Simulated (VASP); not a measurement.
## BN: single point with PBE+D3(BJ)

BN, a slab with vacuum:

```xyz
4
Lattice="2.5088 0.0014 0.0000 1.2531 2.1734 0.0000 0.0000 0.0000 32.6000" Properties=species:S:1:pos:R:3 pbc="T T T"
B     1.8809    1.0874   14.6141
B     1.8810    1.0874   17.9859
N     3.1348    1.8123   14.6130
N     0.6270    0.3625   17.9870
```

* Program: VASP 6.6.1
* Task: single point
* Functional: PBE
* Dispersion: D3(BJ)
* Potentials or basis: VASP PAW PBE potentials, release 64 (B, N)
* Cutoff: 520 eV
* k mesh: 10 × 10 × 1
* Occupations: gaussian, width 0.02 eV
* Spin: no spin polarisation
* Dipole correction: yes
* Further INCAR settings: ALGO = Normal; EDIFF = 1e-07; NBANDS = 16

The largest force is 0.004 eV/Å, the band gap on the k mesh is 4.43 eV, direct and the dispersion energy per atom is -0.105 eV. The ionisation potential of the upper face is 5.94 eV.

Forces in eV/Å, atoms in the order of the input:
```
B    0.000  0.000 -0.004
B    0.000  0.000  0.004
N    0.000  0.000  0.002
N    0.000  0.000 -0.002
```

Levels at points of the mesh, in eV from the valence-band top:
```tsv
k point	band 6	band 7	band 8	band 9	band 10	band 11
(0.00, 0.00, 0.00)	-1.24	-1.24	-1.24	4.89	5.38	5.95
(0.50, 0.00, 0.00)	-4.01	-0.84	-0.80	4.60	5.21	9.68
(0.50, 0.50, 0.00)	-4.01	-0.84	-0.80	4.60	5.21	9.67
```

Wall time 2.3 min on 1 thread of Intel(R) Xeon(R) Platinum 8488C (Sapphire Rapids) (shared host), peak memory 0.34 GiB.

PBE gaps usually lie below the measured ones, often by a third to a half.
